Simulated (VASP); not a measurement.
# CdTe (F-43m) in VASP: a series of runs

Aim: see how the results for CdTe move with the level of theory and the settings. Levels: PBEsol, r2SCAN, TB-mBJ. Tasks: band structure.

Program: VASP 6.6.1. These are calculated values, not measurements. Logs are shortened: lines on timing, memory, paths and dates and some standing lists are left out, and cuts for length are marked.

**Experimental background.**

A printed reference work, data compilation reports, for a bulk crystal of CdTe at 0 K: band gap 1.607 eV.

The runs below are set against these values where they give the same quantity.

## (1) The crystal as given

The structure is cubic, space group F-43m (No. 216). The conventional cell has a = 6.495 Å, b = 6.495 Å, c = 6.495 Å, α = 90.00°, β = 90.00°, γ = 90.00°. Cd (site symmetry -43m) has 4 Te at 2.81 Å as nearest neighbours. Te (site symmetry -43m) has 4 Cd at 2.81 Å as nearest neighbours.

The cell is a database's computed one.

## (2) Band structure, PBEsol

POSCAR reads:

```
CdTe
1.0
    0.0000000000      3.2476700000      3.2476700000
    3.2476700000      0.0000000000      3.2476700000
    3.2476700000      3.2476700000      0.0000000000
Cd Te
1 1
Direct
    0.0000000000      0.0000000000      0.0000000000
    0.7500000000      0.7500000000      0.7500000000
```

INCAR.step1 reads:

```
SYSTEM = CdTe
  ALGO = Normal
  EDIFF = 1E-7
  ENCUT = 520
  GGA = PS
  ISIF = 2
  ISMEAR = 0
  LASPH = .TRUE.
  LCHARG = .TRUE.
  LREAL = .FALSE.
  LWAVE = .FALSE.
  NELM = 100
  PREC = Accurate
  SIGMA = 0.02
```

KPOINTS.step1 reads:

```
k-points
0
G
  10 10 10
  0 0 0
```

INCAR.step2 reads:

```
SYSTEM = CdTe
  ALGO = Normal
  EDIFF = 1E-7
  ENCUT = 520
  GGA = PS
  ICHARG = 11
  ISIF = 2
  ISMEAR = 0
  LASPH = .TRUE.
  LCHARG = .FALSE.
  LREAL = .FALSE.
  LWAVE = .FALSE.
  NELM = 100
  PREC = Accurate
  SIGMA = 0.05
```

KPOINTS.step2 reads:

```
path GXWKGLUWLK,UX
20
line-mode
reciprocal
 0.0000000000  0.0000000000  0.0000000000  G
 0.5000000000  0.0000000000  0.5000000000  X

 0.5000000000  0.0000000000  0.5000000000  X
 0.5000000000  0.2500000000  0.7500000000  W

 0.5000000000  0.2500000000  0.7500000000  W
 0.3750000000  0.3750000000  0.7500000000  K

 0.3750000000  0.3750000000  0.7500000000  K
 0.0000000000  0.0000000000  0.0000000000  G

 0.0000000000  0.0000000000  0.0000000000  G
 0.5000000000  0.5000000000  0.5000000000  L

 0.5000000000  0.5000000000  0.5000000000  L
 0.6250000000  0.2500000000  0.6250000000  U

 0.6250000000  0.2500000000  0.6250000000  U
 0.5000000000  0.2500000000  0.7500000000  W

 0.5000000000  0.2500000000  0.7500000000  W
 0.5000000000  0.5000000000  0.5000000000  L

 0.5000000000  0.5000000000  0.5000000000  L
 0.3750000000  0.3750000000  0.7500000000  K

 0.6250000000  0.2500000000  0.6250000000  U
 0.5000000000  0.0000000000  0.5000000000  X
```

Potentials or basis: VASP PAW PBE potentials, release 64 (Cd, Te).

Run with:

```
cat potpaw_PBE.64/Cd/POTCAR potpaw_PBE.64/Te/POTCAR > POTCAR
cp INCAR.step1 INCAR
cp KPOINTS.step1 KPOINTS
mpirun -np 1 vasp_std > vasp.out
cp INCAR.step2 INCAR
cp KPOINTS.step2 KPOINTS
mpirun -np 1 vasp_std > vasp.out
```

OUTCAR:

```text
SYSTEM = CdTe
   EDIFF = 1E-7
   ENCUT = 520
   GGA = PS
   ICHARG = 11
   ISIF = 2
   ISMEAR = 0
   LASPH = .TRUE.
   LREAL = .FALSE.
   NELM = 100
   PREC = Accurate

 ion  position               nearest neighbor table
   1  0.000  0.000  0.000-   2 2.81   2 2.81   2 2.81   2 2.81
   2  0.750  0.750  0.750-   1 2.81   1 2.81   1 2.81   1 2.81

  LATTYP: Found a face centered cubic cell.
 ALAT       =     6.4953400000

  Lattice vectors:

 A1 = (   0.0000000000,   3.2476700000,   3.2476700000)
 A2 = (   3.2476700000,   0.0000000000,   3.2476700000)
 A3 = (   3.2476700000,   3.2476700000,   0.0000000000)

Analysis of symmetry for initial positions (statically):
=====================================================================
 Subroutine PRICEL returns:
 Original cell was already a primitive cell.

 Routine SETGRP: Setting up the symmetry group for a
 face centered cubic supercell.

 Subroutine GETGRP returns: Found 24 space group operations
 (whereof 24 operations were pure point group operations)
 out of a pool of 48 trial point group operations.

The static configuration has the point symmetry T_d .

Analysis of symmetry for dynamics (positions and initial velocities):
=====================================================================
 Subroutine PRICEL returns:
 Original cell was already a primitive cell.

 Routine SETGRP: Setting up the symmetry group for a
 face centered cubic supercell.

 Subroutine GETGRP returns: Found 24 space group operations
 (whereof 24 operations were pure point group operations)
 out of a pool of 48 trial point group operations.

The dynamic configuration has the point symmetry T_d .

 Subroutine INISYM returns: Found 24 space group operations
 (whereof 24 operations are pure point group operations),
 and found     1 'primitive' translations

----------------------------------------------------------------------------------------

                                     Primitive cell

  volume of cell :      68.5087

  direct lattice vectors                    reciprocal lattice vectors
     0.000000000  3.247670000  3.247670000    -0.153956529  0.153956529  0.153956529
     3.247670000  0.000000000  3.247670000     0.153956529 -0.153956529  0.153956529
     3.247670000  3.247670000  0.000000000     0.153956529  0.153956529 -0.153956529

  length of vectors
     4.592898960  4.592898960  4.592898960     0.266660530  0.266660530  0.266660530

  position of ions in fractional coordinates (direct lattice)
     0.000000000  0.000000000  0.000000000
     0.750000000  0.750000000  0.750000000

  ion indices of the primitive-cell ions
   primitive index   ion index
                 1           1
                 2           2

----------------------------------------------------------------------------------------

 KPOINTS: path GXWKGLUWLK,UX

Interpolating k-points between supplied coordinates.

 Line segments in fractional coordinates (reciprocal lattice):
    0.000000  0.000000  0.000000  ...  0.500000  0.000000  0.500000
    0.500000  0.000000  0.500000  ...  0.500000  0.250000  0.750000
    0.500000  0.250000  0.750000  ...  0.375000  0.375000  0.750000
    0.375000  0.375000  0.750000  ...  0.000000  0.000000  0.000000
    0.000000  0.000000  0.000000  ...  0.500000  0.500000  0.500000
    0.500000  0.500000  0.500000  ...  0.625000  0.250000  0.625000
    0.625000  0.250000  0.625000  ...  0.500000  0.250000  0.750000
    0.500000  0.250000  0.750000  ...  0.500000  0.500000  0.500000
    0.500000  0.500000  0.500000  ...  0.375000  0.375000  0.750000
    0.625000  0.250000  0.625000  ...  0.500000  0.000000  0.500000

 Generated    20 points on each line segment, for a total of    200 k-points:

 Following reciprocal coordinates:
            Coordinates               Weight
  0.000000  0.000000  0.000000      0.005000
  0.026316  0.000000  0.026316      0.005000
  0.052632  0.000000  0.052632      0.005000
  0.078947  0.000000  0.078947      0.005000
  0.105263  0.000000  0.105263      0.005000
  0.131579  0.000000  0.131579      0.005000
[... 16 lines left out ...]
  0.500000  0.026316  0.526316      0.005000
  0.500000  0.039474  0.539474      0.005000
 [... further k-points ...]
   k-points           NKPTS =    200   k-points in BZ     NKDIM =    200   number of bands    NBANDS=     13
   number of dos      NEDOS =    301   number of ions     NIONS =      2
   total plane-waves  NPLWV =  46656
   dimension x,y,z NGX =    36 NGY =   36 NGZ =   36
   dimension x,y,z NGXF=    72 NGYF=   72 NGZF=   72
   ions per type =               1   1
   NGX,Y,Z   is equivalent  to a cutoff of  13.03, 13.03, 13.03 a.u.
   NGXF,Y,Z  is equivalent  to a cutoff of  26.06, 26.06, 26.06 a.u.
 SYSTEM =  CdTe
   PREC   = accura    normal or accurate (medium, high low for compatibility)
   ISTART =      0    job   : 0-new  1-cont  2-samecut
   ICHARG =     11    charge: 1-file 2-atom 10-const
   ISPIN  =      1    spin polarized calculation?
   LNONCOLLINEAR =      F non collinear calculations
   LSORBIT =      F    spin-orbit coupling
   LASPH  =      T    aspherical Exc in radial PAW
   ENCUT  =  520.0 eV  38.22 Ry    6.18 a.u.   8.54  8.54  8.54*2*pi/ulx,y,z
   NELM   =    100;   NELMIN=  2; NELMDL=  0     # of ELM steps
   EDIFF  = 0.1E-06   stopping-criterion for ELM
   LREAL  =      F    real-space projection
   EDIFFG = 0.1E-05   stopping-criterion for IOM
   NSW    =      0    number of steps for IOM
   IBRION =     -1    ionic relax: 0-MD 1-quasi-New 2-CG
   NFREE  =      0    steps in history (QN), initial steepest desc. (CG)
   ISIF   =      2    stress and relaxation
   ISYM   =      2    0-nonsym 1-usesym 2-fastsym
   POTIM  = 0.5000    time-step for ionic-motion
   TEBEG  =    0.0;   TEEND  =   0.0 temperature during run
   PSTRESS=    0.0 pullay stress
   NELECT =      18.0000    total number of electrons
   NUPDOWN=      -1.0000    fix difference up-down
   EMIN   =  10.00;   EMAX   =-10.00  energy-range for DOS
   EFERMI =   0.00;   METHOD = LEGACY
   ISMEAR =     0;   SIGMA  =   0.05  broadening in eV -4-tet -1-fermi 0-gaus
   EFERMI_NEDOS =   21; number of points for ismear=-14 and -15
   IALGO  =     38    algorithm
   IMIX   =      4    mixing-type and parameters
     AMIX     =   0.40;   BMIX     =  1.00
     AMIX_MAG =   1.60;   BMIX_MAG =  1.00
  volume/ion in A,a.u.               =      34.25       231.16
  Fermi-wavevector in a.u.,A,eV,Ry     =   1.048537  1.981448 14.958652  1.099430
  Thomas-Fermi vector in A             =   2.183463
   LORBIT       =      0    0 simple, 1 ext, 2 COOP (PROOUT), +10 PAW based schemes
   GGA     = PS    functional components
   LHFCALC =     F    Hartree Fock is set to
   AEXX    =    0.0000 exact exchange contribution
   IVDW    =     0    specifies the selected vdW correction
   LEPSILON=     F    determine dielectric tensor
   LRPA    =     F    only Hartree local field effects (RPA)
 non-spin polarized calculation
 Gauss-broadening in eV      SIGMA  =   0.05
  energy-cutoff  :      520.00
  volume of cell :       68.51
 maximum number of plane-waves:      1874
 NGX is ok and might be reduce to    36

 number of electron      17.9999998 magnetization

 Free energy of the ion-electron system (eV)
  ---------------------------------------------------
  ext. energy  EPLUGINS =         0.00000000
  ---------------------------------------------------
  free energy    TOTEN  =        -5.69537142 eV

  energy without entropy =       -5.69537142  energy(sigma->0) =       -5.69537142

 E-fermi :   2.4207     XC(G=0):  -8.7522

 val. band max:        2.1500565966   @ k =   0.0000   0.0000   0.0000
 cond. band min:       2.7933800160   @ k =   0.0000   0.0000   0.0000
 fundamental gap:      0.6433234194
 Fermi energy:         2.4206612266

 k-point     1 :       0.0000    0.0000    0.0000
  band No.  band energies     occupation
      1      -9.0241      2.00000
      2      -6.0821      2.00000
      3      -6.0821      2.00000
      4      -6.0821      2.00000
      5      -5.8198      2.00000
      6      -5.8198      2.00000
      7       2.1501      2.00000
      8       2.1501      2.00000
      9       2.1501      2.00000
     10       2.7934      0.00000
     11       6.7016      0.00000
     12       6.7016      0.00000
     13       6.7016      0.00000

 k-point     2 :       0.0263    0.0000    0.0263
  band No.  band energies     occupation
      1      -9.0205      2.00000
      2      -6.0811      2.00000
      3      -6.0811      2.00000
      4      -6.0802      2.00000
      5      -5.8202      2.00000
      6      -5.8196      2.00000
      7       2.0030      2.00000
      8       2.1309      2.00000
      9       2.1309      2.00000
     10       2.9431      0.00000
     11       6.6624      0.00000
     12       6.7292      0.00000
     13       6.7292      0.00000

 k-point     3 :       0.0526    0.0000    0.0526
  band No.  band energies     occupation
      1      -9.0097      2.00000
      2      -6.0781      2.00000
      3      -6.0781      2.00000
      4      -6.0744      2.00000
      5      -5.8212      2.00000
      6      -5.8190      2.00000
      7       1.7212      2.00000
      8       2.0750      2.00000
      9       2.0750      2.00000
     10       3.2323      0.00000
     11       6.5545      0.00000
     12       6.8104      0.00000
     13       6.8104      0.00000
[... 305 lines left out ...]
 k-point    23 :       0.5000    0.0263    0.5263
  band No.  band energies     occupation
      1      -8.5016      2.00000
      2      -5.9294      2.00000
      3      -5.9203      2.00000
      4      -5.9143      2.00000
      5      -5.7897      2.00000
      6      -5.3459      2.00000
      7      -2.1636      2.00000
      8       0.2733      2.00000
      9       0.2765      2.00000
     10       4.6902      0.00000
     11       4.7831      0.00000
     12      10.7272      0.00000
     13      11.0746      0.00000

 k-point    24 :       0.5000    0.0395    0.5395
  band No.  band energies     occupation
      1      -8.5016      2.00000
      2      -5.9322      2.00000
      3      -5.9218      2.00000
      4      -5.9106      2.00000
      5      -5.7903      2.00000
      6      -5.3431      2.00000
      7      -2.1600      2.00000
      8       0.2568      2.00000
      9       0.2639      2.00000
     10       4.7322      0.00000
     11       4.8228      0.00000
     12      10.6174      0.00000
     13      10.9371      0.00000

 [... further k-points ...]
[... 5 lines left out ...]
  --------------------------------------------------------------------------------------
  -------------------------------------------------------------------------------------
  Total       -0.4631603     -0.4631603     -0.4631603      0.0000000      0.0000000     -0.0000000
  in kB      -10.8316910    -10.8316910    -10.8316910      0.0000000      0.0000000     -0.0000000
  external PRESSURE =     -10.8316910 kB  Pullay stress =       0.0000000 kB

 VOLUME and BASIS-vectors are now :
 -----------------------------------------------------------------------------
  energy-cutoff  :      520.00
  volume of cell :       68.51
      direct lattice vectors                 reciprocal lattice vectors
     0.000000000  3.247670000  3.247670000    -0.153956529  0.153956529  0.153956529
     3.247670000  0.000000000  3.247670000     0.153956529 -0.153956529  0.153956529
     3.247670000  3.247670000  0.000000000     0.153956529  0.153956529 -0.153956529

 POSITION                                       TOTAL-FORCE (eV/Angst)
 -----------------------------------------------------------------------------------
      0.00000      0.00000      0.00000         0.000000      0.000000      0.000000
      4.87150      4.87150      4.87150        -0.000000     -0.000000     -0.000000
 -----------------------------------------------------------------------------------
    total drift:                                0.000000      0.000000      0.000000

  FREE ENERGIE OF THE ION-ELECTRON SYSTEM (eV)
  ---------------------------------------------------
  free  energy   TOTEN  =        -5.6953714152 eV

  energy  without entropy=       -5.6953714152  energy(sigma->0) =       -5.69537142
```

Run time: 63 s. Hardware: 1 thread of Intel Xeon Platinum 8488C (Sapphire Rapids), shared host; peak memory 0.35 GiB.

Results:

| Quantity | Value |
| --- | --- |
| Band gap on the k mesh | 0.64 eV, direct |
| Band gap along the path | 0.64 eV, direct |

Levels at the corners of the path, in eV from the valence-band top:
```csv
point,band 5,band 6,band 7,band 8,band 9,band 10,band 11,band 12,band 13
Γ,-7.97,-7.97,0.00,0.00,0.00,0.64,4.55,4.55,4.55
X,-7.94,-7.50,-4.32,-1.86,-1.86,2.51,2.60,8.69,9.04
X,-7.94,-7.50,-4.32,-1.86,-1.86,2.51,2.60,8.70,9.04
W,-7.97,-7.42,-4.19,-2.33,-2.20,4.20,4.59,5.47,6.20
W,-7.97,-7.42,-4.19,-2.33,-2.20,4.20,4.59,5.47,6.20
K,-7.96,-7.45,-4.22,-2.56,-1.54,2.81,4.44,7.23,7.40
K,-7.96,-7.45,-4.22,-2.56,-1.54,2.81,4.44,7.23,7.40
Γ,-7.97,-7.97,0.00,0.00,0.00,0.64,4.55,4.55,4.55
Γ,-7.97,-7.97,0.00,0.00,0.00,0.64,4.55,4.55,4.55
L,-7.96,-7.63,-4.44,-0.77,-0.77,1.73,5.13,5.13,6.93
L,-7.96,-7.63,-4.44,-0.77,-0.77,1.73,5.13,5.13,6.93
U,-7.96,-7.45,-4.22,-2.56,-1.54,2.81,4.44,7.23,7.40
U,-7.96,-7.45,-4.22,-2.56,-1.54,2.81,4.44,7.23,7.40
W,-7.97,-7.42,-4.19,-2.33,-2.20,4.20,4.59,5.47,6.20
W,-7.97,-7.42,-4.19,-2.33,-2.20,4.20,4.59,5.47,6.20
L,-7.96,-7.63,-4.44,-0.77,-0.77,1.73,5.13,5.13,6.93
L,-7.96,-7.63,-4.44,-0.77,-0.77,1.73,5.13,5.13,6.93
K,-7.96,-7.45,-4.22,-2.56,-1.54,2.81,4.44,7.23,7.40
U,-7.96,-7.45,-4.22,-2.56,-1.54,2.81,4.44,7.23,7.40
X,-7.94,-7.50,-4.32,-1.86,-1.86,2.51,2.60,8.69,9.04
```

Caveat: the log is that of the step along the path at fixed density, whose energy, stress, charges and moments have no meaning; the PAW data sets were made with another functional, which shifts forces and pressure a little; spin-orbit coupling is left out, which moves the levels of the heavy elements.

(Continued in part 2 of 3.)
